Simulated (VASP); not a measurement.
# Mg (P6_3/mmc) in VASP: further runs

One crystal, Mg, is run at these levels: PBEsol, PBE; tasks: elastic constants.

Program: VASP 6.6.1. These are calculated values, not measurements. Logs are shortened: lines on timing, memory, paths and dates and some standing lists are left out, and cuts for length are marked.

## Step 1: Starting point

The structure is hexagonal, space group P6_3/mmc (No. 194). The conventional cell has a = 3.195 Å, b = 3.195 Å, c = 5.089 Å, α = 90.00°, β = 90.00°, γ = 120.00°. Mg (site symmetry -6m2) is surrounded by 12 Mg at 3.14 to 3.19 Å.

## Step 2: Elastic constants, PBEsol

Contents of POSCAR:

```
Mg
1.0
    3.1945251361      0.0000000000      0.0000000000
   -1.5972625681      2.7665399209      0.0000000000
    0.0000000000      0.0000000000      5.0890011584
  Mg
     2
Direct
     0.3333333332999970    0.6666666667000030    0.2500000000000000
     0.6666666667000030    0.3333333332999970    0.7500000000000000
```

Contents of INCAR.step1:

```
SYSTEM = Mg
PREC = Accurate
ENCUT = 600
EDIFF = 1E-8
ISMEAR = 1
SIGMA = 0.2
LREAL = .False.
LASPH = .True.
NELM = 80
ALGO = Normal
ISIF = 3
LWAVE = .False.
LCHARG = .False.
GGA = PS
KPAR = 2
IBRION = 2
NSW = 40
EDIFFG = -0.002
```

Contents of INCAR.step2:

```
SYSTEM = Mg
PREC = Accurate
ENCUT = 600
EDIFF = 1E-8
ISMEAR = 1
SIGMA = 0.2
LREAL = .False.
LASPH = .True.
NELM = 80
ALGO = Normal
ISIF = 3
LWAVE = .False.
LCHARG = .False.
GGA = PS
KPAR = 2
IBRION = 6
NFREE = 2
POTIM = 0.015
NSW = 1
```

Contents of KPOINTS:

```
Automatic mesh
0
Gamma
  24 24 13
  0 0 0
```

Potentials or basis: VASP PAW PBE potentials, release 64 (Mg).

On the command line:

```bash
$ cat potpaw_PBE.64/Mg/POTCAR > POTCAR
$ cp INCAR.step1 INCAR
$ mpirun -np 2 vasp_std > vasp.out
$ cp CONTCAR POSCAR
$ cp INCAR.step2 INCAR
$ mpirun -np 2 vasp_std > vasp.out
```

OUTCAR:

```text
SYSTEM = Mg
   PREC = Accurate
   ENCUT = 600
   EDIFF = 1E-8
   ISMEAR = 1
   LREAL = .False.
   LASPH = .True.
   NELM = 80
   ISIF = 3
   GGA = PS
   IBRION = 6
   NFREE = 2
   POTIM = 0.015
   NSW = 1

 ion  position               nearest neighbor table
   1  0.333  0.667  0.250-   2 3.16   2 3.16   2 3.16   2 3.16   2 3.16   2 3.16
   2  0.667  0.333  0.750-   1 3.16   1 3.16   1 3.16   1 3.16   1 3.16   1 3.16

  LATTYP: Found a hexagonal cell.
 ALAT       =     3.1724083070
 C/A-ratio  =     1.6262932585

  Lattice vectors:

 A1 = (   3.1724083070,   0.0000000000,   0.0000000000)
 A2 = (  -1.5862041535,   2.7473861850,   0.0000000000)
 A3 = (   0.0000000000,   0.0000000000,   5.1592662428)

Analysis of symmetry for initial positions (statically):
=====================================================================
 Subroutine PRICEL returns:
 Original cell was already a primitive cell.

 Routine SETGRP: Setting up the symmetry group for a
 hexagonal supercell.

 Subroutine GETGRP returns: Found 24 space group operations
 (whereof 12 operations were pure point group operations)
 out of a pool of 24 trial point group operations.

The static configuration has the point symmetry D_3d.
 The point group associated with its full space group is D_6h.

Analysis of symmetry for dynamics (positions and initial velocities):
=====================================================================
 Subroutine PRICEL returns:
 Original cell was already a primitive cell.

 Routine SETGRP: Setting up the symmetry group for a
 hexagonal supercell.

 Subroutine GETGRP returns: Found 24 space group operations
 (whereof 12 operations were pure point group operations)
 out of a pool of 24 trial point group operations.

The dynamic configuration has the point symmetry D_3d.
 The point group associated with its full space group is D_6h.

 Subroutine INISYM returns: Found 24 space group operations
 (whereof 12 operations are pure point group operations),
 and found     1 'primitive' translations

----------------------------------------------------------------------------------------

                                     Primitive cell

  volume of cell :      44.9673

  direct lattice vectors                    reciprocal lattice vectors
     3.172408307  0.000000000  0.000000000     0.315217936  0.181991160  0.000000000
    -1.586204154  2.747386185  0.000000000    -0.000000000  0.363982321  0.000000000
     0.000000000  0.000000000  5.159266243     0.000000000  0.000000000  0.193826012

  length of vectors
     3.172408307  3.172408307  5.159266243     0.363982321  0.363982321  0.193826012

  position of ions in fractional coordinates (direct lattice)
     0.333333333  0.666666667  0.250000000
     0.666666667  0.333333333  0.750000000

  ion indices of the primitive-cell ions
   primitive index   ion index
                 1           1
                 2           2

----------------------------------------------------------------------------------------

 KPOINTS: Automatic mesh

Automatic generation of k-mesh.
 Grid dimensions read from file:
 generate k-points for:   24   24   13

 Generating k-lattice:

  Cartesian coordinates                     Fractional coordinates (reciprocal lattice)
     0.013134081  0.007582965  0.000000000     0.041666667  0.000000000  0.000000000
    -0.000000000  0.015165930  0.000000000    -0.000000000  0.041666667  0.000000000
     0.000000000  0.000000000  0.014909693     0.000000000  0.000000000  0.076923077

  Length of vectors
     0.015165930  0.015165930  0.014909693

  Shift w.r.t. Gamma in fractional coordinates (k-lattice)
     0.000000000  0.000000000  0.000000000

 Subroutine IBZKPT returns following result:
 ===========================================

[... 69 lines left out ...]
  Fermi-wavevector in a.u.,A,eV,Ry     =   0.730796  1.381003  7.266357  0.534062
  Thomas-Fermi vector in A             =   1.822854
   LORBIT       =      0    0 simple, 1 ext, 2 COOP (PROOUT), +10 PAW based schemes
   GGA     = PS    functional components
   LHFCALC =     F    Hartree Fock is set to
   AEXX    =    0.0000 exact exchange contribution
   IVDW    =     0    specifies the selected vdW correction
   LEPSILON=     F    determine dielectric tensor
   LRPA    =     F    only Hartree local field effects (RPA)
 finite differences with symmetry
 non-spin polarized calculation
 Methfessel and Paxton  Order N= 1 SIGMA  =   0.20
  energy-cutoff  :      600.00
  volume of cell :       44.97
 maximum number of plane-waves:      1520
 NGX is ok and might be reduce to    28
   NGX = 13   NGY = 13   NGZ = 21

--------------------------------------- Ionic step        1  -------------------------------------------

 number of electron       4.0000000 magnetization

 Free energy of the ion-electron system (eV)
  ---------------------------------------------------
  ext. energy  EPLUGINS =         0.00000000
  ---------------------------------------------------
  free energy    TOTEN  =        -3.44893285 eV

  energy without entropy =       -3.44976564  energy(sigma->0) =       -3.44921045

------------------------ aborting loop because EDIFF is reached ----------------------------------------

  FORCE on cell =-STRESS in cart. coord.  units (eV):
  Direction    XX          YY          ZZ          XY          YZ          ZX
  --------------------------------------------------------------------------------------
  -------------------------------------------------------------------------------------
  Total       -0.0000234     -0.0000234      0.0002071      0.0000000      0.0000000      0.0000000
  in kB       -0.0008330     -0.0008330      0.0073797      0.0000000      0.0000000      0.0000000
  external PRESSURE =       0.0019045 kB  Pullay stress =       0.0000000 kB
[... 89 lines left out ...]
  FREE ENERGIE OF THE ION-ELECTRON SYSTEM (eV)
  ---------------------------------------------------
  free  energy   TOTEN  =        -3.4464427904 eV

  energy  without entropy=       -3.4471699613  energy(sigma->0) =       -3.44668518

[... ionic steps 4 to 14 ...]

--------------------------------------- Ionic step       15  -------------------------------------------

 number of electron       4.0000000 magnetization

------------------------ aborting loop because EDIFF is reached ----------------------------------------
[... 67 lines left out ...]
--------------------------------------- Ionic step       17  -------------------------------------------

 number of electron       4.0000000 magnetization

 Free energy of the ion-electron system (eV)
  ---------------------------------------------------
  ext. energy  EPLUGINS =         0.00000000
  ---------------------------------------------------
  free energy    TOTEN  =        -3.44861142 eV

  energy without entropy =       -3.44944449  energy(sigma->0) =       -3.44888911

 E-fermi :   2.7071     XC(G=0):  -8.5992

 val. band max:        2.7064655128   @ k =   0.4167   0.1667   0.4615
 cond. band min:       2.7117782770   @ k =   0.2083   0.0833   0.0000
 fundamental gap:      0.0053127641
 Fermi energy:         2.7071122302

 k-point     1 :       0.0000    0.0000    0.0000
  band No.  band energies     occupation
      1      -4.3186      2.00000
      2       0.9719      2.00000
      3       1.4481      2.00000
      4      13.7650      0.00000
      5      13.7650      0.00000
      6      13.9291      0.00000
[... 199 lines left out ...]
 k-point    24 :       0.4583    0.0417    0.0000
  band No.  band energies     occupation
      1       0.1819      2.00000
      2       0.9654      2.00000
      3       5.1677     -0.00000
      4       5.8428     -0.00000
      5       6.0038     -0.00000
      6       6.6226     -0.00000

 [... further k-points ...]
[... 5 lines left out ...]
  --------------------------------------------------------------------------------------
  -------------------------------------------------------------------------------------
  Total        0.0004861      0.0004861      0.0018619     -0.0000000      0.0000000     -0.0000000
  in kB        0.0173205      0.0173205      0.0663377     -0.0000000      0.0000000     -0.0000000
  external PRESSURE =       0.0336596 kB  Pullay stress =       0.0000000 kB
[... 17 lines left out ...]
  FREE ENERGIE OF THE ION-ELECTRON SYSTEM (eV)
  ---------------------------------------------------
  free  energy   TOTEN  =        -3.4486114217 eV

  energy  without entropy=       -3.4494444936  energy(sigma->0) =       -3.44888911

 INTERNAL STRAIN TENSORS FROM STRAINED CELLS
 ============================================

 INTERNAL STRAIN TENSOR FOR ION    1 for displacements in x,y,z  (eV/Angst):
          X           Y           Z          XY          YZ          ZX
  --------------------------------------------------------------------------------
  x     0.00000    -0.00000    -0.00000    -0.82225    -0.00000     0.00000
  y    -0.81862     0.82913    -0.00000     0.00000     0.00000    -0.00000
  z     0.00000     0.00000     0.00000     0.00000    -0.00178     0.00000

 INTERNAL STRAIN TENSORS FROM DISPLACED ATOMS
 ============================================

 INTERNAL STRAIN TENSOR FOR ION    1 for displacements in x,y,z  (eV/Angst):
          X           Y           Z          XY          YZ          ZX
  --------------------------------------------------------------------------------
  x     0.00000    -0.00000     0.00000    -0.82599     0.00000     0.00000
  y    -0.82599     0.82599     0.00000    -0.00000     0.00000     0.00000
  z     0.00000    -0.00000    -0.00000    -0.00000    -0.00000    -0.00000

 INTERNAL STRAIN TENSOR FOR ION    2 for displacements in x,y,z  (eV/Angst):
          X           Y           Z          XY          YZ          ZX
  --------------------------------------------------------------------------------
  x    -0.00000     0.00000    -0.00000     0.82599     0.00000     0.00000
  y     0.82599    -0.82599     0.00000     0.00000     0.00000     0.00000
  z    -0.00000     0.00000     0.00000     0.00000     0.00000     0.00000

 Eigenvectors and eigenvalues of the dynamical matrix
 ----------------------------------------------------

   1 f  =    7.581459 THz    47.635709 2PiTHz  252.890237 cm-1    31.354379 meV
             X         Y         Z           dx          dy          dz
     -0.000000  1.831591  1.289817    -0.000000   -0.000000    0.707107
      1.586204  0.915795  3.869450     0.000000    0.000000   -0.707107
[... 11 lines left out ...]
   4 f  =    0.000000 THz     0.000000 2PiTHz    0.000002 cm-1     0.000000 meV
             X         Y         Z           dx          dy          dz
     -0.000000  1.831591  1.289817    -0.028696    0.486397    0.512439
      1.586204  0.915795  3.869450    -0.028696    0.486397    0.512439

   5 f/i=    0.000000 THz     0.000000 2PiTHz    0.000001 cm-1     0.000000 meV
             X         Y         Z           dx          dy          dz
     -0.000000  1.831591  1.289817     0.705005   -0.013905    0.052679
      1.586204  0.915795  3.869450     0.705005   -0.013905    0.052679

   6 f/i=    0.000000 THz     0.000000 2PiTHz    0.000002 cm-1     0.000000 meV
             X         Y         Z           dx          dy          dz
     -0.000000  1.831591  1.289817    -0.046313   -0.513054    0.484387
      1.586204  0.915795  3.869450    -0.046313   -0.513054    0.484387

--------------------------------------------------------------------------------------------------------

 ELASTIC MODULI CONTR FROM IONIC RELAXATION (kBar)
 Direction    XX          YY          ZZ          XY          YZ          ZX
 --------------------------------------------------------------------------------
 XX         -33.4847     33.4847     -0.0000      0.0000      0.0000      0.0000
 YY          33.4847    -33.4847      0.0000      0.0000     -0.0000     -0.0000
 ZZ          -0.0000      0.0000     -0.0000      0.0000     -0.0000     -0.0000
 XY           0.0000      0.0000      0.0000    -33.4847     -0.0000     -0.0000
 YZ           0.0000     -0.0000     -0.0000     -0.0000     -0.0000     -0.0000
 ZX           0.0000     -0.0000     -0.0000     -0.0000     -0.0000     -0.0000
 --------------------------------------------------------------------------------

 TOTAL ELASTIC MODULI (kBar)
 Direction    XX          YY          ZZ          XY          YZ          ZX
 --------------------------------------------------------------------------------
 XX         718.3047    248.8235    177.3198     -0.0000      0.0000     -0.0000
 YY         248.8235    718.3047    177.3198     -0.0000     -0.0000      0.0000
 ZZ         177.3198    177.3198    777.9958     -0.0000      0.0000     -0.0000
 XY          -0.0000     -0.0000     -0.0000    234.7406     -0.0000     -0.0000
 YZ           0.0000     -0.0000      0.0000      0.0000    191.4242     -0.0000
 ZX          -0.0000     -0.0000      0.0000     -0.0000     -0.0000    191.4242
 --------------------------------------------------------------------------------
```

Run time: 12 min. Hardware: 2 MPI ranks of Intel Xeon 6975P-C (Granite Rapids), shared host; peak memory 1.2 GiB.

Results:

```
Voigt bulk modulus            : 38 GPa
Highest phonon frequency at Γ : 253 cm⁻¹
```

The path:
```
step  energy change (eV)  largest force (eV/Å)  pressure (GPa)  volume (Å³)
   1              0.0000                0.0000            0.01        44.98
   2             -0.0015                0.0000           -0.01        44.98
   3             -0.0023                0.0000           -0.01        44.98
   4             -0.0023                0.0000           -0.01        44.98
   5             -0.0023                0.0000            0.00        44.97
```

Phonon frequencies in cm⁻¹ (negative: imaginary):
```csv
q point,frequencies
"(0.000, 0.000, 0.000)",0 0 0 127 127 253
```

Elastic tensor in Voigt notation (GPa, in the Cartesian axes of the cell as first typed):
```
72 25 18  0  0  0
25 72 18  0  0  0
18 18 78  0  0  0
 0  0  0 19  0  0
 0  0  0  0 19  0
 0  0  0  0  0 23
```

Clamped-ion elastic tensor (GPa):
```
75 22 18  0  0  0
22 75 18  0  0  0
18 18 78  0  0  0
 0  0  0 19  0  0
 0  0  0  0 19  0
 0  0  0  0  0 27
```

Caveat: the PAW data sets were made with another functional, which shifts forces and pressure a little.

## Step 3: Elastic constants, PBE

This run uses another cell than the first one, of 22.88 Å³/atom, 1.017 times its volume.

Contents of POSCAR:

```
Mg
1.0
    3.2116778724      0.0000000000      0.0000000000
   -1.6058389362      2.7813946263      0.0000000000
    0.0000000000      0.0000000000      5.1218791711
  Mg
     2
Direct
     0.3333333332999970    0.6666666667000030    0.2500000000000000
     0.6666666667000030    0.3333333332999970    0.7500000000000000
```

Contents of INCAR.step1:

```
SYSTEM = Mg
  PREC = Accurate
  ENCUT = 600
  EDIFF = 1E-8
  ISMEAR = 1
  SIGMA = 0.2
  LREAL = .FALSE.
  LASPH = .TRUE.
  NELM = 80
  ALGO = Normal
  ISIF = 3
  LWAVE = .FALSE.
  LCHARG = .FALSE.
  GGA = PE
  KPAR = 2
  IBRION = 2
  NSW = 40
  EDIFFG = -0.002
```

Contents of INCAR.step2:

```
SYSTEM = Mg
  PREC = Accurate
  ENCUT = 600
  EDIFF = 1E-8
  ISMEAR = 1
  SIGMA = 0.2
  LREAL = .FALSE.
  LASPH = .TRUE.
  NELM = 80
  ALGO = Normal
  ISIF = 3
  LWAVE = .FALSE.
  LCHARG = .FALSE.
  GGA = PE
  KPAR = 2
  IBRION = 6
  NFREE = 2
  POTIM = 0.015
  NSW = 1
```

Contents of KPOINTS:

```
regular mesh
0
G
  24 24 13
  0 0 0
```

Potentials or basis: VASP PAW PBE potentials, release 64 (Mg).

On the command line:

```bash
$ cat potpaw_PBE.64/Mg/POTCAR > POTCAR
$ cp INCAR.step1 INCAR
$ mpirun -np 2 vasp_std > vasp.out
$ cp CONTCAR POSCAR
$ cp INCAR.step2 INCAR
$ mpirun -np 2 vasp_std > vasp.out
```

It took 21 min on 2 MPI ranks of Intel Xeon Platinum 8488C (Sapphire Rapids), shared host; peak memory 1.2 GiB.

Results (log left out):

| Quantity | Value |
| --- | --- |
| Voigt bulk modulus | 37 GPa |
| Highest phonon frequency at Γ | 248 cm⁻¹ |

Step by step:
| step | energy change (eV) | largest force (eV/Å) | pressure (GPa) | volume (Å³) |
| --- | --- | --- | --- | --- |
| 1 | 0.0000 | 0.0000 | 0.00 | 45.75 |
| 2 | -0.0012 | 0.0000 | -0.01 | 45.75 |
| 3 | -0.0020 | 0.0000 | 0.00 | 45.74 |
| 4 | -0.0021 | 0.0000 | 0.00 | 45.74 |

Phonon frequencies in cm⁻¹ (negative: imaginary):
| q point | frequencies |
| --- | --- |
| (0.000, 0.000, 0.000) | 0 0 0 125 125 248 |

Elastic tensor in Voigt notation (GPa, in the Cartesian axes of the cell as first typed):
```
69 24 17  0  0  0
24 69 17  0  0  0
17 17 74  0  0  0
 0  0  0 18  0  0
 0  0  0  0 18  0
 0  0  0  0  0 22
```

Clamped-ion elastic tensor (GPa):
```
72 21 17  0  0  0
21 72 17  0  0  0
17 17 74  0  0  0
 0  0  0 18  0  0
 0  0  0  0 18  0
 0  0  0  0  0 25
```
